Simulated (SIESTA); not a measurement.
Crystal: GaN.

```
CELL_PARAMETERS angstrom
3.21154 0.00000 0.00000
-1.60577 2.78127 0.00000
0.00000 0.00000 10.35684
ATOMIC_POSITIONS crystal
Ga 0.00000 0.00000 0.78587
Ga 0.66667 0.33333 0.03735
Ga 0.33333 0.66667 0.53735
Ga 0.00000 0.00000 0.28587
N 0.00000 0.00000 0.09304
N 0.66667 0.33333 0.34375
N 0.00000 0.00000 0.59304
N 0.33333 0.66667 0.84374
```

The cell is a database's computed one.

Base run:

- Program: SIESTA 5.4.2
- Functional: PBE
- Potentials or basis: PseudoDojo 0.4 standard (PBE files)
- Basis: TZP (energy shift 0.002 Ry; radii capped at 9.5 bohr)
- Grid cutoff: 800 Ry
- Energy shift: 0.002 Ry
- k mesh: 10 × 10 × 3
- Occupations: fermi-dirac, width 0.05 eV
- Spin: no spin polarisation

Its results: band gap on the k mesh 0.79 eV, direct; pressure 2.8 GPa; largest force 0.564 eV/Å.

Question: After a change of settings the same cell gave: band gap on the k mesh 0.86 eV, direct; pressure 7.0 GPa; largest force 0.708 eV/Å. Which change was it?
A. basis from TZP (energy shift 0.002 Ry; radii capped at 9.5 bohr) to TZDP (energy shift 0.002 Ry; radii capped at 9.5 bohr)
B. potentials or basis from PseudoDojo 0.4 standard (PBE files) to SG15 1.2 (PBE files) or PseudoDojo by element; basis from TZP (energy shift 0.002 Ry; radii capped at 9.5 bohr) to DZP (energy shift 0.002 Ry)
C. functional from PBE to RPBE; basis from TZP (energy shift 0.002 Ry; radii capped at 9.5 bohr) to DZP (energy shift 0.002 Ry; radii capped at 9.5 bohr)

Answer: C.

Caveats: semicore shells carry a single zeta, which can move pressures by several GPa and volumes by a few percent; the basis of atomic orbitals isn't converged, which shifts pressures, moduli and gaps; the potentials were made for another functional, which shifts forces and pressure (some runs).

Not every run made on this cell is shown here.
